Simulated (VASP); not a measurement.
MoP:

```xyz
2
Lattice="3.2230 0.0000 0.0000 -1.6115 2.7912 0.0000 0.0000 0.0000 3.1910" Properties=species:S:1:pos:R:3 pbc="T T T"
Mo    0.0000    0.0000    0.0000
P     0.0000    1.8608    1.5955
```

| Quantity | Value |
| --- | --- |
| Program | VASP 6.6.1 |
| Task | relaxation of cell and atoms |
| Functional | LDA |
| Potentials or basis | VASP PAW LDA potentials, release 54 (Mo, P) |
| Cutoff | 580 eV |
| k mesh | 10 × 10 × 8 |
| Occupations | gaussian, width 0.05 eV |
| Spin | no spin polarisation |
| Hubbard terms | Mo d U = 1 eV |

At the start: pressure -6.5 GPa; volume 14.35 Å³/atom.

Question: Where does the relaxation end?

Answer: Over 6 steps the energy falls by 7.7 meV/atom and the volume is 13.98 Å³/atom (-2.6 %); space group P-6m2 (No. 187, to 0.05 Å).

The path:
| step | energy change (eV) | largest force (eV/Å) | pressure (GPa) | volume (Å³) |
| --- | --- | --- | --- | --- |
| 1 | 0.0000 | 0.0000 | -6.47 | 28.71 |
| 2 | -0.0111 | 0.0000 | -3.51 | 28.35 |
| 3 | -0.0154 | 0.0000 | 0.09 | 27.95 |
| 4 | -0.0154 | 0.0000 | -0.02 | 27.96 |
| 5 | -0.0155 | 0.0000 | -0.10 | 27.96 |
| 6 | -0.0155 | 0.0000 | -0.05 | 27.96 |

Final structure:
```
Mo P
1.0
     3.19459    0.00000    0.00000
    -1.59730    2.76660    0.00000
     0.00000    0.00000    3.16307
Mo P
1 1
Direct
  0.00000 0.00000 0.00000
  0.33333 0.66667 0.50000
```

Caveat: U without spin polarisation on a metal has little footing; the U is typed as a test and isn't derived for this compound.
